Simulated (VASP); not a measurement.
# AlCu (Pm-3m) in VASP: a series of runs

Runs on AlCu. Level: PBEsol. Tasks: single point.

All numbers are computed with VASP 6.6.1; they aren't measurements. Logs are shortened: lines on timing, memory, paths and dates and some standing lists are left out, and cuts for length are marked.

## Step 1: The crystal as given

Symmetry: Pm-3m, No. 221, cubic system. Conventional cell: a = 2.957 Å, b = 2.957 Å, c = 2.957 Å, α = 90.00°, β = 90.00°, γ = 90.00°. Al (site symmetry m-3m) has 8 Cu at 2.56 Å as nearest neighbours. Around Cu (site symmetry m-3m) lie 8 Al at 2.56 Å.

The cell comes from a database or a generator and needn't be the stable form of this composition.

## Step 2: Single point, PBEsol

INCAR reads:

```
SYSTEM = AlCu
PREC = Accurate ; ENCUT = 520
EDIFF = 1E-6 ; ISMEAR = -1
SIGMA = 0.05 ; LREAL = .False.
LASPH = .True. ; NELM = 100
ALGO = Normal ; ISIF = 2
LWAVE = .False. ; LCHARG = .False.
GGA = PS ; NBANDS = 14
```

KPOINTS reads:

```
Automatic mesh
0
Gamma
  8 8 8
  0 0 0
```

POSCAR reads:

```
AlCu
1.0
    2.9569981420      0.0000000000      0.0000000000
    0.0000000000      2.9569981420      0.0000000000
    0.0000000000      0.0000000000      2.9569981420
Al Cu
1 1
Direct
    0.0000000000      0.0000000000      0.0000000000
    0.5000000000      0.5000000000      0.5000000000
```

Potentials or basis: VASP PAW PBE potentials, release 64 (Al, Cu).

Launch:

```sh
$ cat potpaw_PBE.64/Al/POTCAR potpaw_PBE.64/Cu/POTCAR > POTCAR
$ mpirun -np 1 vasp_std > vasp.out
```

OUTCAR:

```text
SYSTEM = AlCu
   PREC = Accurate
   ENCUT = 520
   EDIFF = 1E-6
   ISMEAR = -1
   LREAL = .False.
   LASPH = .True.
   NELM = 100
   ISIF = 2
   GGA = PS

 ion  position               nearest neighbor table
   1  0.000  0.000  0.000-   2 2.56   2 2.56   2 2.56   2 2.56   2 2.56   2 2.56   2 2.56   2 2.56

   2  0.500  0.500  0.500-   1 2.56   1 2.56   1 2.56   1 2.56   1 2.56   1 2.56   1 2.56   1 2.56

  LATTYP: Found a simple cubic cell.
 ALAT       =     2.9569981420

  Lattice vectors:

 A1 = (   2.9569981420,   0.0000000000,   0.0000000000)
 A2 = (   0.0000000000,   2.9569981420,   0.0000000000)
 A3 = (   0.0000000000,   0.0000000000,   2.9569981420)

Analysis of symmetry for initial positions (statically):
=====================================================================
 Subroutine PRICEL returns:
 Original cell was already a primitive cell.

 Routine SETGRP: Setting up the symmetry group for a
 simple cubic supercell.

 Subroutine GETGRP returns: Found 48 space group operations
 (whereof 48 operations were pure point group operations)
 out of a pool of 48 trial point group operations.

The static configuration has the point symmetry O_h .

Analysis of symmetry for dynamics (positions and initial velocities):
=====================================================================
 Subroutine PRICEL returns:
 Original cell was already a primitive cell.

 Routine SETGRP: Setting up the symmetry group for a
 simple cubic supercell.

 Subroutine GETGRP returns: Found 48 space group operations
 (whereof 48 operations were pure point group operations)
 out of a pool of 48 trial point group operations.

The dynamic configuration has the point symmetry O_h .

 Subroutine INISYM returns: Found 48 space group operations
 (whereof 48 operations are pure point group operations),
 and found     1 'primitive' translations

----------------------------------------------------------------------------------------

                                     Primitive cell

  volume of cell :      25.8555

  direct lattice vectors                    reciprocal lattice vectors
     2.956998142  0.000000000  0.000000000     0.338180801  0.000000000  0.000000000
     0.000000000  2.956998142  0.000000000     0.000000000  0.338180801  0.000000000
     0.000000000  0.000000000  2.956998142     0.000000000  0.000000000  0.338180801

  length of vectors
[... 92 lines left out ...]
   PSTRESS=    0.0 pullay stress
   NELECT =      14.0000    total number of electrons
   NUPDOWN=      -1.0000    fix difference up-down
   EMIN   =  10.00;   EMAX   =-10.00  energy-range for DOS
   EFERMI =   0.00;   METHOD = LEGACY
   ISMEAR =    -1;   SIGMA  =   0.05  broadening in eV -4-tet -1-fermi 0-gaus
   EFERMI_NEDOS =   21; number of points for ismear=-14 and -15
   IALGO  =     38    algorithm
   IMIX   =      4    mixing-type and parameters
     AMIX     =   0.40;   BMIX     =  1.00
     AMIX_MAG =   1.60;   BMIX_MAG =  1.00
  volume/ion in A,a.u.               =      12.93        87.24
  Fermi-wavevector in a.u.,A,eV,Ry     =   1.334340  2.521537 24.224668  1.780463
  Thomas-Fermi vector in A             =   2.463129
   LORBIT       =      0    0 simple, 1 ext, 2 COOP (PROOUT), +10 PAW based schemes
   GGA     = PS    functional components
   LHFCALC =     F    Hartree Fock is set to
   AEXX    =    0.0000 exact exchange contribution
   IVDW    =     0    specifies the selected vdW correction
   LEPSILON=     F    determine dielectric tensor
   LRPA    =     F    only Hartree local field effects (RPA)
 non-spin polarized calculation
  energy-cutoff  :      520.00
  volume of cell :       25.86
 maximum number of plane-waves:       739
 NGX is ok and might be reduce to    24
   NGX = 11   NGY = 11   NGZ = 11

 number of electron      14.0000015 magnetization

 Free energy of the ion-electron system (eV)
  ---------------------------------------------------
  ext. energy  EPLUGINS =         0.00000000
  ---------------------------------------------------
  free energy    TOTEN  =        -8.71834109 eV

  energy without entropy =       -8.71421527  energy(sigma->0) =       -8.71627818

 E-fermi :   9.4008     XC(G=0): -11.8016

 val. band max:        9.3566244881   @ k =   0.3750   0.3750   0.1250
 cond. band min:       9.4543322197   @ k =   0.5000   0.5000   0.0000
 fundamental gap:      0.0977077316
 Fermi energy:         9.4008298416

 k-point     1 :       0.0000    0.0000    0.0000
  band No.  band energies     occupation
      1      -2.3343      2.00000
      2       4.3663      2.00000
      3       4.3663      2.00000
      4       5.4487      2.00000
      5       5.4487      2.00000
      6       5.4487      2.00000
      7      13.4087      0.00000
      8      13.4087      0.00000
      9      13.4087      0.00000
     10      15.8535      0.00000
     11      15.8535      0.00000
     12      20.0685      0.00000
     13      28.2363      0.00000
     14      28.2363      0.00000
[... 377 lines left out ...]
      1       2.8697      2.00000
      2       3.9336      2.00000
      3       4.6353      2.00000
      4       4.8655      2.00000
      5       5.4085      2.00000
      6       5.9823      2.00000
      7       6.2976      2.00000
      8      10.0399      0.00001
      9      10.4843      0.00000
     10      17.1186      0.00000
     11      18.0367      0.00000
     12      20.5220      0.00000
     13      22.8828      0.00000
     14      24.6299      0.00000

 [... further k-points ...]

------------------------ aborting loop because EDIFF is reached ----------------------------------------

  FORCE on cell =-STRESS in cart. coord.  units (eV):
  Direction    XX          YY          ZZ          XY          YZ          ZX
  --------------------------------------------------------------------------------------
  -------------------------------------------------------------------------------------
  Total        0.1226549      0.1226549      0.1226549      0.0000000      0.0000000     -0.0000000
  in kB        7.6005008      7.6005008      7.6005008      0.0000000      0.0000000     -0.0000000
  external PRESSURE =       7.6005008 kB  Pullay stress =       0.0000000 kB

 VOLUME and BASIS-vectors are now :
 -----------------------------------------------------------------------------
  energy-cutoff  :      520.00
  volume of cell :       25.86
      direct lattice vectors                 reciprocal lattice vectors
     2.956998142  0.000000000  0.000000000     0.338180801  0.000000000  0.000000000
     0.000000000  2.956998142  0.000000000     0.000000000  0.338180801  0.000000000
     0.000000000  0.000000000  2.956998142     0.000000000  0.000000000  0.338180801

 POSITION                                       TOTAL-FORCE (eV/Angst)
 -----------------------------------------------------------------------------------
      0.00000      0.00000      0.00000         0.000000      0.000000      0.000000
      1.47850      1.47850      1.47850         0.000000      0.000000      0.000000
 -----------------------------------------------------------------------------------
    total drift:                                0.000000      0.000000     -0.000000

  FREE ENERGIE OF THE ION-ELECTRON SYSTEM (eV)
  ---------------------------------------------------
  free  energy   TOTEN  =        -8.7183410862 eV

  energy  without entropy=       -8.7142152690  energy(sigma->0) =       -8.71627818
```

stdout:

```text
POSCAR found type information on POSCAR AlCu
 POSCAR found :  2 types and       2 ions
 scaLAPACK will be used
 -----------------------------------------------------------------------------
|                                                                             |
|                                                                             |
|     You enforced a specific xc type in the INCAR file but a different       |
|     I HOPE YOU KNOW WHAT YOU ARE DOING!                                     |
|                                                                             |
 -----------------------------------------------------------------------------

 LDA part: xc-table for (Slater+PW92), standard interpolation
 POSCAR, INCAR and KPOINTS ok, starting setup
 FFT: planning ... GRIDC
 FFT: planning ... GRID_SOFT
 FFT: planning ... GRID
 WAVECAR not read
 entering main loop
```

It took 4.5 s on 1 thread of Intel Xeon 6975P-C (Granite Rapids), shared host; peak memory 0.13 GiB.

What came out:

* Free energy: -8.7183 eV
* Pressure: 0.8 GPa
* Band gap on the k mesh: none (metal or under the smearing width)

Levels at points of the mesh, in eV from the Fermi level:
```tsv
k point	band 3	band 4	band 5	band 6	band 7	band 8	band 9	band 10	band 11	band 12
(0.00, 0.00, 0.00)	-5.03	-3.95	-3.95	-3.95	4.01	4.01	4.01	6.45	6.45	10.67
(0.50, 0.00, 0.00)	-4.75	-4.41	-4.41	-3.90	-3.16	7.31	8.26	8.26	8.89	8.89
(0.50, 0.50, 0.00)	-4.30	-4.30	-3.79	-3.79	-3.55	-0.79	0.05	10.57	13.15	13.15
(0.50, 0.50, 0.50)	-5.59	-3.53	-3.53	0.73	0.73	0.73	2.19	2.36	2.36	2.36
```

Caveat: the PAW data sets were made with another functional, which shifts forces and pressure a little.

## Step 3: Single point, PBEsol

This run uses another cell than the first one, of 13.47 Å³/atom, 1.042 times its volume.

INCAR reads:

```
SYSTEM = AlCu
  ALGO = Normal
  EDIFF = 1E-7
  ENCUT = 520
  GGA = PS
  ISIF = 2
  ISMEAR = -1
  LASPH = .TRUE.
  LCHARG = .FALSE.
  LREAL = .FALSE.
  LWAVE = .FALSE.
  NBANDS = 14
  NELM = 100
  PREC = Accurate
  SIGMA = 0.05
```

KPOINTS reads:

```
k-points
0
G
  8 8 8
  0 0 0
```

POSCAR reads:

```
AlCu
1.0
    2.9975100000      0.0000000000      0.0000000000
    0.0000000000      2.9975100000      0.0000000000
    0.0000000000      0.0000000000      2.9975100000
Al Cu
1 1
Direct
    0.0000000000      0.0000000000      0.0000000000
    0.5000000000      0.5000000000      0.5000000000
```

Potentials or basis: VASP PAW PBE potentials, release 64 (Al, Cu).

Launch:

```sh
$ cat potpaw_PBE.64/Al/POTCAR potpaw_PBE.64/Cu/POTCAR > POTCAR
$ mpirun -np 1 vasp_std > vasp.out
```

OUTCAR:

```text
SYSTEM = AlCu
   EDIFF = 1E-7
   ENCUT = 520
   GGA = PS
   ISIF = 2
   ISMEAR = -1
   LASPH = .TRUE.
   LREAL = .FALSE.
   NELM = 100
   PREC = Accurate

 ion  position               nearest neighbor table
   1  0.000  0.000  0.000-   2 2.60   2 2.60   2 2.60   2 2.60   2 2.60   2 2.60   2 2.60   2 2.60

   2  0.500  0.500  0.500-   1 2.60   1 2.60   1 2.60   1 2.60   1 2.60   1 2.60   1 2.60   1 2.60

  LATTYP: Found a simple cubic cell.
 ALAT       =     2.9975100000

  Lattice vectors:

 A1 = (   2.9975100000,   0.0000000000,   0.0000000000)
 A2 = (   0.0000000000,   2.9975100000,   0.0000000000)
 A3 = (   0.0000000000,   0.0000000000,   2.9975100000)

Analysis of symmetry for initial positions (statically):
=====================================================================
 Subroutine PRICEL returns:
 Original cell was already a primitive cell.

 Routine SETGRP: Setting up the symmetry group for a
 simple cubic supercell.

 Subroutine GETGRP returns: Found 48 space group operations
 (whereof 48 operations were pure point group operations)
 out of a pool of 48 trial point group operations.

The static configuration has the point symmetry O_h .

Analysis of symmetry for dynamics (positions and initial velocities):
=====================================================================
 Subroutine PRICEL returns:
 Original cell was already a primitive cell.

 Routine SETGRP: Setting up the symmetry group for a
 simple cubic supercell.

 Subroutine GETGRP returns: Found 48 space group operations
 (whereof 48 operations were pure point group operations)
 out of a pool of 48 trial point group operations.

The dynamic configuration has the point symmetry O_h .

 Subroutine INISYM returns: Found 48 space group operations
 (whereof 48 operations are pure point group operations),
 and found     1 'primitive' translations

----------------------------------------------------------------------------------------
[... 122 lines left out ...]
   LEPSILON=     F    determine dielectric tensor
   LRPA    =     F    only Hartree local field effects (RPA)
 non-spin polarized calculation
  energy-cutoff  :      520.00
  volume of cell :       26.93
 maximum number of plane-waves:       743
 NGX is ok and might be reduce to    24
   NGX = 11   NGY = 11   NGZ = 11

 number of electron      14.0000020 magnetization

 Free energy of the ion-electron system (eV)
  ---------------------------------------------------
  ext. energy  EPLUGINS =         0.00000000
  ---------------------------------------------------
  free energy    TOTEN  =        -8.70456103 eV

  energy without entropy =       -8.70010306  energy(sigma->0) =       -8.70233204

 E-fermi :   8.8250     XC(G=0): -11.6093

 val. band max:        8.8231576102   @ k =   0.5000   0.5000   0.0000
 cond. band min:       8.9150739644   @ k =   0.5000   0.5000   0.1250
 fundamental gap:      0.0919163543
 Fermi energy:         8.8249933898

 k-point     1 :       0.0000    0.0000    0.0000
  band No.  band energies     occupation
      1      -2.5156      2.00000
      2       4.0697      2.00000
      3       4.0697      2.00000
      4       5.0767      2.00000
      5       5.0767      2.00000
      6       5.0767      2.00000
      7      12.7916      0.00000
      8      12.7916      0.00000
      9      12.7916      0.00000
     10      15.2783      0.00000
     11      15.2783      0.00000
     12      18.9530      0.00000
     13      27.3260      0.00000
     14      27.3260      0.00000
[... 377 lines left out ...]
      1       2.5759      2.00000
      2       3.6344      2.00000
      3       4.3113      2.00000
      4       4.5334      2.00000
      5       5.0452      2.00000
      6       5.5971      2.00000
      7       5.8840      2.00000
      8       9.5226      0.00000
      9       9.8554      0.00000
     10      16.3501      0.00000
     11      17.3356      0.00000
     12      19.7336      0.00000
     13      21.9949      0.00000
     14      23.7508      0.00000

 [... further k-points ...]

------------------------ aborting loop because EDIFF is reached ----------------------------------------

  FORCE on cell =-STRESS in cart. coord.  units (eV):
  Direction    XX          YY          ZZ          XY          YZ          ZX
  --------------------------------------------------------------------------------------
  -------------------------------------------------------------------------------------
  Total       -0.6783060     -0.6783060     -0.6783060      0.0000000      0.0000000      0.0000000
  in kB      -40.3510035    -40.3510035    -40.3510035      0.0000000      0.0000000      0.0000000
  external PRESSURE =     -40.3510035 kB  Pullay stress =       0.0000000 kB

 VOLUME and BASIS-vectors are now :
 -----------------------------------------------------------------------------
  energy-cutoff  :      520.00
  volume of cell :       26.93
      direct lattice vectors                 reciprocal lattice vectors
     2.997510000  0.000000000  0.000000000     0.333610230  0.000000000  0.000000000
     0.000000000  2.997510000  0.000000000     0.000000000  0.333610230  0.000000000
     0.000000000  0.000000000  2.997510000     0.000000000  0.000000000  0.333610230

 POSITION                                       TOTAL-FORCE (eV/Angst)
 -----------------------------------------------------------------------------------
      0.00000      0.00000      0.00000         0.000000      0.000000      0.000000
      1.49876      1.49876      1.49876         0.000000      0.000000      0.000000
 -----------------------------------------------------------------------------------
    total drift:                                0.000000      0.000000     -0.000000

  FREE ENERGIE OF THE ION-ELECTRON SYSTEM (eV)
  ---------------------------------------------------
  free  energy   TOTEN  =        -8.7045610291 eV

  energy  without entropy=       -8.7001030593  energy(sigma->0) =       -8.70233204
```

OSZICAR:

```text
N       E                     dE             d eps       ncg     rms          rms(c)
DAV:   1     0.516334341432E+02    0.51633E+02   -0.60817E+03  1012   0.123E+03
DAV:   2    -0.861268647611E+01   -0.60246E+02   -0.54355E+02  1028   0.205E+02
DAV:   3    -0.107364455244E+02   -0.21238E+01   -0.20625E+01  1250   0.428E+01
DAV:   4    -0.107762704335E+02   -0.39825E-01   -0.39806E-01  1212   0.492E+00
DAV:   5    -0.107777703494E+02   -0.14999E-02   -0.14999E-02  1510   0.106E+00    0.128E+01
DAV:   6    -0.115918279072E+02   -0.81406E+00   -0.45438E+01  1136   0.164E+02    0.103E+01
DAV:   7    -0.877451496690E+01    0.28173E+01   -0.85060E+00  1196   0.750E+01    0.146E+00
DAV:   8    -0.872452524412E+01    0.49990E-01   -0.63187E-01  1358   0.181E+01    0.112E+00
DAV:   9    -0.870459287584E+01    0.19932E-01   -0.70960E-02  1368   0.581E+00    0.830E-02
DAV:  10    -0.870465710198E+01   -0.64226E-04   -0.10772E-03  1124   0.268E-01    0.700E-02
DAV:  11    -0.870455987000E+01    0.97232E-04   -0.37665E-04  1412   0.472E-01    0.422E-03
DAV:  12    -0.870456098349E+01   -0.11135E-05   -0.15118E-05  1514   0.586E-02    0.729E-03
DAV:  13    -0.870456102911E+01   -0.45623E-07   -0.17456E-07  1044   0.383E-03
   1 F= -.87045610E+01 E0= -.87023320E+01  d E =-.445797E-02
```

Run time: 4.6 s. Hardware: 1 thread of Intel Xeon 6975P-C (Granite Rapids), shared host; peak memory 0.14 GiB.

Results:

| Item | Value |
| --- | --- |
| Free energy | -8.7046 eV |
| Pressure | -4.0 GPa |
| Band gap on the k mesh | none (metal or under the smearing width) |

Caveat: the PAW data sets were made with another functional, which shifts forces and pressure a little.
